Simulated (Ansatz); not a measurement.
Moving the pressure in TiH2

The cell as given:

```cif
data_structure
_symmetry_space_group_name_H-M 'I4/mmm'
_symmetry_Int_Tables_number 139
_cell_length_a 3.1930
_cell_length_b 3.1930
_cell_length_c 4.2670
_cell_angle_alpha 90.000
_cell_angle_beta 90.000
_cell_angle_gamma 90.000
_cell_volume 43.50
loop_
_atom_site_label
_atom_site_type_symbol
_atom_site_symmetry_multiplicity
_atom_site_Wyckoff_symbol
_atom_site_fract_x
_atom_site_fract_y
_atom_site_fract_z
_atom_site_occupancy
Ti1 Ti 2 a 0.00000 0.00000 0.00000 1
H1 H 4 d 0.50000 0.00000 0.25000 1
```

Kept alike: task relaxation of cell and atoms; functional r2SCAN; k mesh 12 × 12 × 12; occupations fermi-dirac, width 0.05 eV; no spin polarisation. Program: Ansatz, Ansatz PAW, cutoff 500 eV. The mesh is that of the run's cell of 3 atoms. No spin-orbit coupling.

| pressure, P (GPa) | volume (Å³/atom) |
| --- | --- |
| 0 | 7.104 |
| 2 | 7.010 |
| 5 | 6.880 |
| 10 | 6.685 |
| 20 | 6.359 |

The relaxations keep at least the cell's symmetry (I4/mmm). For a metal such a mesh leaves the last digits unconverged. Runs of this series that gave no sound value for these columns are left out. The runs follow the start's structure, whether or not it is the stable one at these pressures. Ansatz's relaxations hold a Pulay term in the stress (up to 0.1 GPa here). P is the pressure aimed at, which the runs meet within some hundredths to tenths of a GPa. All rows use potentials made for PBE.

**Question.** What does the pressure change here?

**Answer.** The volume falls from 7.104 to 6.359 Å³/atom between 0 and 20 GPa. The volume falls ever more slowly, since the solid stiffens under load. At the pressures aimed at, which the runs meet within some tenths of a GPa, the step from 0 to 5 GPa gives a mean bulk modulus near 156 GPa, the last step 200 GPa.
